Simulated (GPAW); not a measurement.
The system is C.

```xyz
2
Lattice="0.0000 1.7834 1.7834 1.7834 0.0000 1.7834 1.7834 1.7834 0.0000" Properties=species:S:1:pos:R:3 pbc="T T T"
C     2.6751    2.6751    2.6751
C     1.7834    1.7834    1.7834
```

This isn't the form of C at room conditions, which is graphite.

Base run:

```yaml
Program: GPAW 26.7.0
Functional: GLLB-SC
Potentials_or_basis: the program's PAW data sets (release 1.2.1) made for this functional
Cutoff: 650 eV
Basis: pw
k_mesh: 10 × 10 × 10
Occupations: fermi-dirac, width 0.001 eV
Spin: no spin polarisation
```

Its results: band gap on the k mesh, kohn-sham part alone 4.20 eV, indirect (least direct gap 5.78 eV); electronic dielectric tensor (diagonal) 5.74.

Problem. The run is repeated on the same cell with these changes: functional from GLLB-SC to LDA. What comes out?

Solution. Band gap on the k mesh 4.14 eV, indirect (least direct gap 5.55 eV); electronic dielectric tensor (diagonal) 5.82.

Caveats: the long-wavelength limit can be off by a per cent or two; a model potential gives levels but no total energy (some runs); response on these states lacks terms of the Hamiltonian (some runs).

A k mesh can miss the band edges.
